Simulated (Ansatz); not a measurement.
Runs of Ansatz 0.2.0 on BaTiO3. Symmetry: P4mm, No. 99, tetragonal system. Conventional cell: a = 4.000 Å, b = 4.000 Å, c = 4.018 Å, α = 90.00°, β = 90.00°, γ = 90.00°. Around Ba (site symmetry 4mm) lie 12 O at 2.79 to 2.88 Å. Around Ti (site symmetry 4mm) lie 6 O at 1.89 to 2.13 Å. Around O (site symmetry 2mm) lie 2 Ti at 2.00 Å. Around O (site symmetry 4mm) lie 2 Ti at 1.89 to 2.13 Å. 

| level | cell | cutoff (eV) | target pressure (GPa) | gap on the mesh (eV) | pressure (GPa) | relaxed volume (Å³/atom) |
| --- | --- | --- | --- | --- | --- | --- |
| PBE | relaxed to 5 GPa | 420 | 5 | (a) | 5.0 | - |
| r2SCAN | relaxed | 500 | - | 2.33 | 0.0 | 12.98 |
| PBE | relaxed | 420 | 0 | 1.94 | 0.0 | 13.34 |
| PBE | relaxed to 10 GPa | 420 | 10 | 2.02 | 10.0 | - |
| PBE | relaxed | 420 | - | 1.94 | 0.0 | 13.34 |

Alike in all rows: task relaxation of cell and atoms; potentials or basis Ansatz PAW; no spin polarisation; k mesh 7 × 7 × 7; smearing fermi-dirac 0.05 eV.

**Question.** Estimate the missing entries.

**Answer.** (a) 1.98.

Caveats: odd divisions of the mesh miss points on the zone boundary, where band edges often lie, so the gap on the mesh can be too wide; the plane-wave basis is chosen anew once the cell has moved, so the energies of steps on either side of that aren't comparable; spin-orbit coupling is left out, which moves the levels of the heavy elements; the PAW data sets come from PBE, with cores solved anew for the run's functional, which leaves a small shift of forces and pressure (some runs).

A k mesh can miss the band edges, and the runs leave out spin-orbit coupling on Ba.
